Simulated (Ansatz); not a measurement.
# ZnO: the cell at several levels of theory

One table from this session's results is given with a row withheld; the runs are named, their logs left out.

Code: Ansatz 0.2.0. PAW datasets, plane waves, zero pressure. The values are computed, spin-unpolarised, and not measurements.

## Starting point

This is the cell as the run starts from it, not yet at rest; its lengths are not the crystal's.

Space group P6_3mc (No. 186), hexagonal; conventional cell a = 2.807 Å, c = 4.584 Å, 7.82 Å³ an atom. Near Zn stand 4 O at 1.72 Å; near O stand 4 Zn at 1.72 Å.

The structure in full:

```
CELL_PARAMETERS angstrom
2.80695 0.00000 0.00000
-1.40348 2.43089 0.00000
0.00000 0.00000 4.58375
ATOMIC_POSITIONS crystal
Zn 0.33333 0.66667 0.00000
Zn 0.66667 0.33333 0.50000
O 0.33333 0.66667 0.37500
O 0.66667 0.33333 0.87500
```

The first run:

The input, input.yaml:

```yaml
crystal:
  lattice:
    - [2.8069519459, 0.0, 0.0]
    - [-1.403475973, 2.4308916924, 0.0]
    - [0.0, 0.0, 4.5837525277]
  atoms:
    - { symbol: Zn, position: [0.3333333333, 0.6666666667, 0.0] }
    - { symbol: Zn, position: [0.6666666667, 0.3333333333, 0.5] }
    - { symbol: O, position: [0.3333333333, 0.6666666667, 0.375] }
    - { symbol: O, position: [0.6666666667, 0.3333333333, 0.875] }
kpoints:
  mp_grid: { grid: [12, 12, 6] }
hamiltonian:
  xc: pbe
scf:
  occupations: { method: fermi_dirac, width: 0.02 }
relax:
  f_tol: 0.005
  cell: {}
```

The run is started by

```console
> ansatz run input.yaml --threads 4 --pin off --max-ram 7372MiB --backend cpu --events-out ev --progress --plain --runs-dir out
```

Steps of the session up to this table: Relaxing with PBE; r2SCAN: cell and atoms; Relaxing with PBEsol; Relaxation with LDA; Relaxing with HSE06.

One of the session's tables, all rows but one given; the rest of the session is left out.

| level | a (Å) | c (Å) | volume (Å³/atom) |
| --- | --- | --- | --- |
| PBE | 3.279 | 5.294 | 12.326 |
| r2SCAN | ? | ? | ? |
| PBEsol | 3.231 | 5.213 | 11.779 |
| LDA | 3.187 | 5.153 | 11.332 |
| HSE06 | 3.250 | 5.222 | 11.942 |

Q: Estimate the row for r2SCAN from the others.

**Answer.** a (Å): 3.235; c (Å): 5.211; volume (Å³/atom): 11.809. In the column «a (Å)» it lies between PBEsol (3.231) and HSE06 (3.250).
